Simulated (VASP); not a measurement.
GaN: equation of state with PBE

The system is GaN.

```
Ga N
1.0
     3.18000    0.00000    0.00000
    -1.59000    2.75396    0.00000
     0.00000    0.00000    5.16600
Ga N
2 2
Direct
  0.66667 0.33333 0.50000
  0.33333 0.66667 0.00000
  0.66667 0.33333 0.87500
  0.33333 0.66667 0.37500
```

| Quantity | Value |
| --- | --- |
| Program | VASP 6.6.1 |
| Task | equation of state |
| Functional | PBE |
| Potentials or basis | VASP PAW PBE potentials, release 64 (Ga_d, N) |
| Cutoff | 520 eV |
| k mesh | 10 × 10 × 5 |
| Occupations | fermi-dirac, width 0.05 eV |
| Spin | no spin polarisation |

The equilibrium volume is 11.77 Å³/atom and the bulk modulus at fixed shape and positions is 170 GPa. The pressure derivative of the bulk modulus is 4.4.

Energy against volume, from the lowest point:
```tsv
volume (Å³/atom)	energy (meV/atom)
10.632	70.33
10.858	43.49
11.084	23.71
11.310	10.28
11.537	2.56
11.763	0.00
11.989	2.07
```

All runs of the series together: 4.7 min on 1 thread of Intel(R) Xeon(R) Platinum 8488C (Sapphire Rapids), with other jobs on the host.

Caveat: the cell was scaled at fixed shape and fractional positions, which overstates the stiffness of a crystal with free parameters, most of all of layers and chains.
